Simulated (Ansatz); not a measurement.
# Kick test of a cell of Ge

The cell was found from a structure generator's guess, not taken from experiment.

Level of theory: Ansatz 0.2.0, DFT PBE, scalar-relativistic, plane waves, PAW. Settings: cutoff 420 eV, Γ-centred mesh 10×10×12 on the computed 4-atom cell, Gaussian smearing of 0.10 eV; no spin polarisation.

The cell below (4 atoms, space group P4_322 (No. 95)) is relaxed within its symmetry.

```cif
data_structure
_symmetry_space_group_name_H-M 'P 1'
_symmetry_Int_Tables_number 1
_cell_length_a 4.8914
_cell_length_b 4.8914
_cell_length_c 3.9520
_cell_angle_alpha 90.000
_cell_angle_beta 90.000
_cell_angle_gamma 90.000
_cell_volume 94.56
loop_
_atom_site_label
_atom_site_type_symbol
_atom_site_fract_x
_atom_site_fract_y
_atom_site_fract_z
_atom_site_occupancy
Ge1 Ge 0.00000 0.34220 0.50000 1
Ge2 Ge 0.00000 0.65780 0.00000 1
Ge3 Ge 0.34220 0.00000 0.75000 1
Ge4 Ge 0.65780 0.00000 0.25000 1
```

For the test a repeat of it with 8 atoms (edges 3.95, 4.89, 9.78 Å) was strained at random (σ = 1.5 % a component), the atoms were moved at random (σ = 0.05 Å), and all was relaxed again on a coarse 6×4×2 mesh (in the run’s order of axes) with 0.20 eV smearing, with no symmetry imposed.

Question: Does it come back?

Answer: It returns, within 1 meV/atom of the unmoved cell on that mesh and with the same symmetry when read at 0.1 Å (P1 at 0.01 Å, so small strains and shifts remain). So it is stable against the distortions that fit this cell and that this random move excites. Modes that don't fit the cell aren't tested. Another cell of Ge relaxed alike, in Pmma, lies 100 meV/atom lower, so this cell isn't the stable form at this level.
